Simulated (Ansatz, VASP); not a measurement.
## One calculation of BN, two programs

The input POSCAR:

```
BN
1.0
    0.0000000000      1.8130010000      1.8130010000
    1.8130010000      0.0000000000      1.8130010000
    1.8130010000      1.8130010000      0.0000000000
N B
1 1
Direct
    0.2500000000      0.2500000000      0.2500000000
    0.0000000000      0.0000000000      0.0000000000
```

File INCAR.step1:

```
PREC = Accurate
ENCUT = 520
EDIFF = 1E-5
ISMEAR = -1
SIGMA = 0.05
LREAL = False
LASPH = True
NELM = 100
ALGO = Normal
ISIF = 2
LWAVE = True
LCHARG = False
GGA = PE
```

The input INCAR.step2:

```
PREC = Accurate
ENCUT = 520
EDIFF = 1E-6
ISMEAR = -1
SIGMA = 0.05
LREAL = False
LASPH = True
NELM = 100
ALGO = Normal
ISIF = 2
LWAVE = False
LCHARG = False
GGA = PS
LHFCALC = True
AEXX = 0.25
PRECFOCK = Fast
HFRCUT = -1
ISTART = 1
```

File KPOINTS:

```
Automatic mesh
0
Gamma
  7 7 7
```

File KPOINTS_OPT:

```
path GXWKGLUWLK,UX
10
line-mode
reciprocal
 0.0000000000  0.0000000000  0.0000000000  G
 0.5000000000  0.0000000000  0.5000000000  X

 0.5000000000  0.0000000000  0.5000000000  X
 0.5000000000  0.2500000000  0.7500000000  W

 0.5000000000  0.2500000000  0.7500000000  W
 0.3750000000  0.3750000000  0.7500000000  K

 0.3750000000  0.3750000000  0.7500000000  K
 0.0000000000  0.0000000000  0.0000000000  G

 0.0000000000  0.0000000000  0.0000000000  G
 0.5000000000  0.5000000000  0.5000000000  L

 0.5000000000  0.5000000000  0.5000000000  L
 0.6250000000  0.2500000000  0.6250000000  U

 0.6250000000  0.2500000000  0.6250000000  U
 0.5000000000  0.2500000000  0.7500000000  W

 0.5000000000  0.2500000000  0.7500000000  W
 0.5000000000  0.5000000000  0.5000000000  L

 0.5000000000  0.5000000000  0.5000000000  L
 0.3750000000  0.3750000000  0.7500000000  K

 0.6250000000  0.2500000000  0.6250000000  U
 0.5000000000  0.0000000000  0.5000000000  X
```

input.yaml

```yaml
crystal:
  lattice:
    - [0.0, 1.813001, 1.813001]
    - [1.813001, 0.0, 1.813001]
    - [1.813001, 1.813001, 0.0]
  atoms:
    - { symbol: "N", position: [0.25, 0.25, 0.25] }
    - { symbol: B, position: [0.0, 0.0, 0.0] }
hamiltonian:
  xc: { exchange: pbesol, correlation: pbesol, exx: { coeff: 0.25 } }
  pseudopotentials: { kind: paw }
kpoints:
  mp_grid: { grid: [7, 7, 7] }
  band_path:
    path:
      - [[0.0, 0.0, 0.0], [0.5, 0.0, 0.5], [0.5, 0.25, 0.75], [0.375, 0.375, 0.75], [0.0, 0.0, 0.0], [0.5, 0.5, 0.5], [0.625, 0.25, 0.625], [0.5, 0.25, 0.75], [0.5, 0.5, 0.5], [0.375, 0.375, 0.75]]
      - [[0.625, 0.25, 0.625], [0.5, 0.0, 0.5]]
    npoints: 4
scf:
  occupations: { method: fermi_dirac, width: 0.05 }
  n_extra_bands: 6
output:
  forces: true
  stress: true
  eigenvalues: true
  fatbands: false
```

The cell is a database's computed one.

Alike in both runs: task band structure; functional PBEsol0; k mesh 7 × 7 × 7; occupations fermi-dirac, width 0.05 eV; no spin polarisation.

|  | VASP | Ansatz |
| --- | --- | --- |
| version | VASP 6.6.1 | Ansatz 0.2.0 |
| potentials or method | VASP PAW PBE potentials, release 64 (N, B) | Ansatz PAW |
| plane-wave cutoff (eV) | 520 | 420 |
| valence electrons in the cell | 8 | 8 |

```tsv
	VASP	Ansatz	Ansatz less VASP
gap on the k mesh at the Fermi level (eV)	6.68	6.69	+0.011
least direct gap on the mesh (eV)	11.22	11.24	+0.013
gap along the band path (eV)	6.40	6.42	+0.011
pressure (GPa)	-12.9	-13.5	-0.63
```

With one functional, cell and mesh, what is left measures potentials, basis and numerics.

Caveats: the k mesh is coarse (spacing up to 0.43 Å⁻¹), so the values aren't converged, least of all with exact exchange; the PAW data sets were made with another functional, which shifts forces and pressure a little (VASP); the mesh misses the band edges, which the band path finds closer together (VASP); the k mesh misses the band edges, so the gap on the mesh is wider than the one along the path (Ansatz); the pressure holds a Pulay correction of +0.9 GPa for the finite cutoff (Ansatz); the PAW data sets come from PBE, with cores solved anew for the run's functional, which leaves a small shift of forces and pressure (Ansatz); the thresholds are loose for stress (Ansatz).
